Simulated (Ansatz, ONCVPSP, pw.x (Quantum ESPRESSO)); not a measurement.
## What a changed setting does to a pw.x run (bcc Zr)

Potential: optimised norm-conserving Vanderbilt (ONCV), ONCVPSP 4.0.1.1 (patched build), PBEsol; core [Ar] 3d10, reference 4s2 4p6 4d2 5s1.5; waves: 4s+5s: rc 1.80 bohr, ncon 3, nbas 6, qcut 5.4 1/bohr, 2 projectors; 4p: rc 2.20 bohr, ncon 3, nbas 8, qcut 5.8 1/bohr, 2 projectors, debl 1.2 Ha; 4d: rc 2.60 bohr, ncon 4, nbas 8, qcut 6.8 1/bohr, 2 projectors, debl 3.9 Ha; local part: polynomial inside 1.45 bohr (lpopt 5, dvloc0 6 Ha); core correction: none. In the p channel the program set the typed energies aside and used -1.309, 0.250 Ha.

The reference run (k-mesh 13³, cutoffs 40/160 Ry, Fermi–Dirac 0.01 Ry, mixing_beta 0.4, conv_thr 1e-9, no spin) gives -0.64 GPa at 22.176 Å³/atom, where all-electron LAPW gives -0.86 GPa. This run, with its own iteration cap, changes smearing to fermi, a wrong or extreme entry chosen on purpose.

```
&control
  calculation='scf', prefix='x', pseudo_dir='./', outdir='./tmp', tstress=.true., disk_io='none'
/
&system
  ibrav=0, nat=1, ntyp=1, ecutwfc=40, ecutrho=160, nbnd=14,
  occupations='smearing', smearing='fermi', degauss=0.01
/
&electrons
  conv_thr=1e-09, mixing_beta=0.4, electron_maxstep=70
/
ATOMIC_SPECIES
Zr 1.0 Zr.UPF
CELL_PARAMETERS angstrom
  -1.76986880 1.76986880 1.76986880
  1.76986880 -1.76986880 1.76986880
  1.76986880 1.76986880 -1.76986880
ATOMIC_POSITIONS crystal
Zr 0.0000 0.0000 0.0000
K_POINTS automatic
13 13 13 0 0 0
```

```bash
pw.x < Zr.scf.in > Zr.scf.out
```

Q: How does the run end?

A: It stops with "set_occupations: smearing fermi unknown".

```
Error in routine  set_occupations (1):
      smearing fermi unknown
```

The run took about 0.5 s on one core of a shared host (AMD EPYC 9R45 96-Core Processor, 96 threads, 376 GiB, load 42).
